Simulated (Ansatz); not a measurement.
Crystal: CuO.

```
CELL_PARAMETERS angstrom
3.17550 0.00000 0.00000
0.00000 3.17550 0.00000
0.00000 0.00000 4.64953
ATOMIC_POSITIONS crystal
Cu 0.00000 0.00000 0.00000
Cu 0.50000 0.50000 0.00000
O 0.50000 0.00000 0.26700
O 0.00000 0.50000 0.73300
```

The cell was built by a generator and needn't be a form met in nature.

Base run:

```yaml
Program: Ansatz 0.2.0
Functional: PBE
Potentials_or_basis: Ansatz PAW
Cutoff: "420 eV (not typed: the program's choice for these potentials)"
k_mesh: 8 × 8 × 6
Occupations: fermi-dirac, width 0.05 eV
Spin: no spin polarisation
Hubbard_terms: Cu d U = 4 eV
```

Its results: band gap on the k mesh none (metal or under the smearing width); pressure 18.3 GPa; largest force 0.460 eV/Å.

Q: After a change of settings the same cell gave: band gap on the k mesh none (metal or under the smearing width); pressure 19.4 GPa; largest force 0.200 eV/Å. Which change was it?
A. hubbard terms from Cu d U = 4 eV to Cu d U = 6 eV
B. hubbard terms from Cu d U = 4 eV to none; hubbard projectors from ortho-atomic (the default) to none
C. hubbard terms from Cu d U = 4 eV to Cu d U = 3 eV

A: A.

Caveats: the run has no spin polarisation, though such a crystal can be magnetic; U without spin polarisation on a metal has little footing.
